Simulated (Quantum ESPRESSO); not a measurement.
Re under changes of volume

One of the cells (14.811 Å³/atom); the others are scaled copies at fixed shape and fractional positions:

```
Re
1.0
     2.76639    0.00000    0.00000
    -1.38319    2.39576    0.00000
     0.00000    0.00000    8.93885
Re
4
Direct
  0.66667 0.33333 0.75000
  0.00000 0.00000 0.50000
  0.33333 0.66667 0.25000
  0.00000 0.00000 0.00000
```

| Quantity | Value |
| --- | --- |
| Program | Quantum ESPRESSO 7.5 |
| Functional | LDA |
| Potentials or basis | GBRV 1.5 LDA |
| Cutoff | 612 eV |
| Density cutoff | 4898 eV |
| k mesh | 11 × 11 × 3 |
| Occupations | fermi-dirac, width 0.05 eV |
| Spin | no spin polarisation |

```tsv
volume (Å³/atom)	energy over the lowest point (meV/atom)	pressure (GPa)
13.922	14.88	12.5
14.218	0.00	3.3
14.515	1.26	-5.0
14.811	16.97	-12.4
15.107	45.63	-19.0
15.403	?	?
15.699	136.51	-30.2
```

Problem. What does the run at 15.403 Å³/atom give?

Solution. Energy over the lowest point 85.89 meV/atom; pressure -24.9 GPa.

Worked out: A Birch-Murnaghan fit of order 3 (a polynomial in V^(-2/3)) to the other rows has its minimum at 14.34 Å³/atom with B0 = V·E''(V) = 403 GPa and B' = 4.3 at fixed shape and positions, which overstates the stiffness. It gives 85.87 meV/atom at 15.403 Å³/atom, against the run's 85.89, and -dE/dV = -24.7 GPa, against -24.9.

Energies are extrapolated to zero smearing.

Caveats: the cell as given lies far from equilibrium (some runs).
